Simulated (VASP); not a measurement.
Runs of VASP 6.6.1 on ZrC. It takes space group Fm-3m (No. 225, cubic). The conventional cell has a = 4.669 Å, b = 4.669 Å, c = 4.669 Å, α = 90.00°, β = 90.00°, γ = 90.00°. Zr (site symmetry m-3m) has 6 C at 2.33 Å as nearest neighbours. C (site symmetry m-3m) is surrounded by 6 Zr at 2.33 Å. 

| task | cell | k mesh | cutoff (eV) | smearing | mesh quality | gap on the mesh (eV) | pressure (GPa) |
| --- | --- | --- | --- | --- | --- | --- | --- |
| relaxation of cell and atoms | relaxed from: cell and atoms relaxed tightly for response | 16 × 16 × 16 | 600 | fermi-dirac 0.15 eV | not flagged | none | 0.0 |
| single point | Fm-3m, 12.72 Å³/atom | 8 × 8 × 8 | 520 | gaussian 0.1 eV | not flagged | none | 0.3 |
| single point | cell and atoms relaxed tightly for response | 16 × 16 × 16 | 520 | fermi-dirac 0.15 eV | not flagged | none | 0.4 |
| single point | Fm-3m, 13.23 Å³/atom | 6 × 6 × 6 | 520 | gaussian 0.1 eV | coarse | none | (a) |

Alike in all rows: level PBEsol; potentials or basis VASP PAW PBE potentials, release 64 (Zr_sv, C); no spin polarisation.

Problem. Estimate the missing entries.

Solution. (a) -8.1.

Caveats: some runs use coarse meshes; the PAW data sets were made with another functional, which shifts forces and pressure a little.

A k mesh can miss the band edges, and the runs leave out spin-orbit coupling on Zr.

A gap of «none» marks a metal or a gap under the smearing width.
